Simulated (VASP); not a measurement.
The system is GaS.

```
Ga S
1.0
     3.58500    0.00000    0.00000
    -1.79250    3.10470    0.00000
     0.00000    0.00000   15.50000
Ga S
4 4
Cartesian
  0.0000 2.0698 2.6350
  1.7925 1.0349 10.3850
  0.0000 2.0698 5.1150
  1.7925 1.0349 12.8650
  0.0000 2.0698 9.3000
  1.7925 1.0349 1.5500
  0.0000 2.0698 13.9500
  1.7925 1.0349 6.2000
```

| Item | Value |
| --- | --- |
| Program | VASP 6.6.1 |
| Task | relaxation of cell and atoms |
| Functional | PBEsol |
| Potentials or basis | VASP PAW PBE potentials, release 64 (Ga_d, S) |
| Cutoff | 600 eV |
| k mesh | 9 × 9 × 2 |
| Occupations | gaussian, width 0.03 eV |
| Spin | no spin polarisation |

At the start: pressure -1.0 GPa; volume 21.57 Å³/atom.

Problem. Where does the relaxation end?

Solution. Over 22 steps the energy falls by 3.7 meV/atom and the volume is 22.11 Å³/atom (+2.5 %); space group P6_3/mmc (No. 194, to 0.05 Å).

The path:
| step | energy change (eV) | largest force (eV/Å) | pressure (GPa) | volume (Å³) |
| --- | --- | --- | --- | --- |
| 1 | 0.0000 | 0.2145 | -0.96 | 172.52 |
| 2 | -0.0134 | 0.0874 | 0.45 | 169.32 |
| 3 | -0.0137 | 0.1069 | 0.20 | 169.77 |
| 4 | -0.0154 | 0.0694 | 0.07 | 170.14 |
| 5 | -0.0154 | 0.0805 | -0.04 | 170.21 |
| 6 | -0.0169 | 0.0824 | 0.00 | 170.37 |
| 7 | -0.0202 | 0.0891 | 0.11 | 170.87 |
| 8 | -0.0213 | 0.1312 | 0.38 | 171.86 |
| 9 | -0.0225 | 0.1116 | 0.18 | 172.23 |
| 10 | -0.0242 | 0.0890 | 0.10 | 172.89 |
| 11 | -0.0261 | 0.0697 | 0.12 | 174.22 |
| 12 | -0.0249 | 0.1256 | -0.01 | 176.88 |
| 13 | -0.0262 | 0.0736 | 0.07 | 175.82 |
| 14 | -0.0281 | 0.0424 | -0.23 | 176.52 |
| 15 | -0.0286 | 0.0414 | -0.26 | 176.88 |
| 16 | -0.0286 | 0.0401 | -0.38 | 177.59 |
| 17 | -0.0287 | 0.0417 | -0.26 | 177.14 |
| 18 | -0.0287 | 0.0405 | -0.31 | 177.33 |
| 19 | -0.0294 | 0.0097 | 0.01 | 176.92 |
| 20 | -0.0294 | 0.0027 | -0.06 | 176.98 |
| 21 | -0.0294 | 0.0048 | -0.06 | 176.97 |
| 22 | -0.0295 | 0.0047 | 0.00 | 176.87 |

Final structure:
```
CELL_PARAMETERS angstrom
3.56703 0.00000 0.00000
-1.78352 3.08914 0.00000
0.00000 0.00000 16.05112
ATOMIC_POSITIONS crystal
Ga 0.33333 0.66667 0.17412
Ga 0.66667 0.33333 0.67412
Ga 0.33333 0.66667 0.32588
Ga 0.66667 0.33333 0.82588
S 0.33333 0.66667 0.60643
S 0.66667 0.33333 0.10643
S 0.33333 0.66667 0.89357
S 0.66667 0.33333 0.39357
```

Caveat: the PAW data sets were made with another functional, which shifts forces and pressure a little; this functional lacks dispersion, which binds the layers, so the pressure and a relaxed spacing across them are unreliable.
